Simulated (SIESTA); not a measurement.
# Cs2SnI6 under changes of volume

One of the cells (44.542 Å³/atom); the others are scaled copies at fixed shape and fractional positions:

```
CELL_PARAMETERS angstrom
0.00000 5.85230 5.85230
5.85230 0.00000 5.85230
5.85230 5.85230 0.00000
ATOMIC_POSITIONS crystal
Cs 0.75000 0.75000 0.75000
Cs 0.25000 0.25000 0.25000
I 0.75464 0.75464 0.24536
I 0.24536 0.24536 0.75464
I 0.75464 0.24536 0.75464
I 0.24536 0.75464 0.75464
I 0.24536 0.75464 0.24536
I 0.75464 0.24536 0.24536
Sn 0.00000 0.00000 0.00000
```

```yaml
Program: SIESTA 5.4.2
Functional: PBE
Potentials_or_basis: PseudoDojo 0.4 standard (PBE files)
Basis: DZP (energy shift 0.003 Ry; two zetas on semicore shells; d shell added on Cs)
Grid_cutoff: 500 Ry
Energy_shift: 0.003 Ry
k_mesh: 4 × 4 × 4
Occupations: fermi-dirac, width 0.05 eV
Spin: no spin polarisation
```

| volume (Å³/atom) | energy over the lowest point (meV/atom) | pressure (GPa) | largest force (eV/Å) |
| --- | --- | --- | --- |
| 41.048 | 62.31 | 3.7 | 0.962 |
| 41.922 | ? | ? | ? |
| 42.795 | 29.62 | 2.4 | 0.660 |
| 44.542 | 9.81 | 1.3 | 0.403 |
| 45.415 | 3.76 | 0.9 | 0.295 |
| 46.289 | 0.00 | 0.5 | 0.189 |

Problem. What does the run at 41.922 Å³/atom give?

Solution. Energy over the lowest point 44.19 meV/atom; pressure 3.0 GPa; largest force 0.805 eV/Å.

Worked out: A Birch-Murnaghan fit of order 3 (a polynomial in V^(-2/3)) to the other rows has its minimum at 47.65 Å³/atom, just outside them, with B0 = V·E''(V) = 16.1 GPa and B' = 5.7 at fixed shape and positions, which overstates the stiffness. It gives 44.15 meV/atom at 41.922 Å³/atom, against the run's 44.19, and -dE/dV = 3.0 GPa, against 3.0.

Energies are extrapolated to zero smearing.

Caveats: the basis of atomic orbitals isn't converged, which shifts pressures, moduli and gaps.
